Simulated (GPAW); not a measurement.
Wanted: an ASE script for a GPAW 26.7.0 run.

```
Task                : relaxation of cell and atoms
Functional          : PBEsol
Potentials or basis : PAW data sets generated in the run's folder for this functional
Cutoff              : 600 eV
Basis               : pw
k mesh              : 6 × 6 × 6
Occupations         : fermi-dirac, width 0.05 eV
Spin                : collinear spin, ferromagnetic start
Starting moments    : [4.0, 4.0, 4.0, 0.0] μB
Maxiter             : 150
Optimizer           : BFGS
Fmax                : 0.02 eV/Å
Max steps           : 60
Convergence         : density=1e-05 forces=0.0001
```

The system is Mn3Si.

```
CELL_PARAMETERS angstrom
0.00000 2.86100 2.86100
2.86100 0.00000 2.86100
2.86100 2.86100 0.00000
ATOMIC_POSITIONS crystal
Mn 0.75000 0.75000 0.75000
Mn 0.25000 0.25000 0.25000
Mn 0.50000 0.50000 0.50000
Si 0.00000 0.00000 0.00000
```

One way to write it, as run:

run.py

```python
from ase import Atoms
from ase.filters import FrechetCellFilter
from ase.io import write
from ase.optimize import BFGS
from gpaw import GPAW, PW, setup_paths

setup_paths.insert(0, '.')

atoms = Atoms(['Mn', 'Mn', 'Mn', 'Si'],
              cell=[[0.0, 2.861, 2.861],
                    [2.861, 0.0, 2.861],
                    [2.861, 2.861, 0.0]],
              scaled_positions=[[0.75, 0.75, 0.75],
                                [0.25, 0.25, 0.25],
                                [0.5, 0.5, 0.5],
                                [0.0, 0.0, 0.0]],
              pbc=True)
atoms.set_initial_magnetic_moments([4.0, 4.0, 4.0, 0.0])

calc = GPAW(mode=PW(600),
            xc='PBEsol',
            kpts={'size': (6, 6, 6), 'gamma': True},
            occupations={'name': 'fermi-dirac', 'width': 0.05},
            nbands=44,
            convergence={'density': 1e-05, 'forces': 0.0001},
            maxiter=150,
            txt='gpaw.txt')
atoms.calc = calc
opt = BFGS(FrechetCellFilter(atoms), trajectory='relax.traj', logfile='-')
done = opt.run(fmax=0.02, steps=60)
calc.write('gs.gpw')
write('result.traj', atoms)
print('Converged:', done)
print('Cell:', atoms.cell.cellpar().round(4))
print('Volume:', round(atoms.get_volume(), 4))
print(atoms.get_scaled_positions().round(5))
```

Potentials or basis: PAW data sets generated in the run's folder for this functional, pw.

Run with:

```console
$ gpaw-setup -f PBEsol Mn Si
$ OMP_NUM_THREADS=1 python run.py
```

It gave:

```json
{"Relaxed volume": "10.88 Å³/atom", "Relaxed cell": "a = 3.948 Å, b = 3.948 Å, c = 3.948 Å, α = 60.00°, β = 60.00°, γ = 60.00°", "Space group after relaxing (to 0.05 Å)": "Fm-3m (No. 225)", "Energy gained by relaxing": "39.9 meV/atom", "Ionic steps": "4", "Pressure after relaxing": "-0.1 GPa", "Band gap on the k mesh": "none (metal or under the smearing width)", "Net moment": "1.07 μB per cell", "Site moments": "Mn -0.59, +2.19; Si +0.03 μB"}
```

Caveat: each step starts from the last one's moments, so a moment once lost doesn't come back; later steps reuse the first step's grids.

It took 7 min on 1 thread of Intel(R) Xeon(R) Platinum 8375C CPU @ 2.90GHz (Ice Lake), with other jobs on the host, peak memory 0.29 GiB.
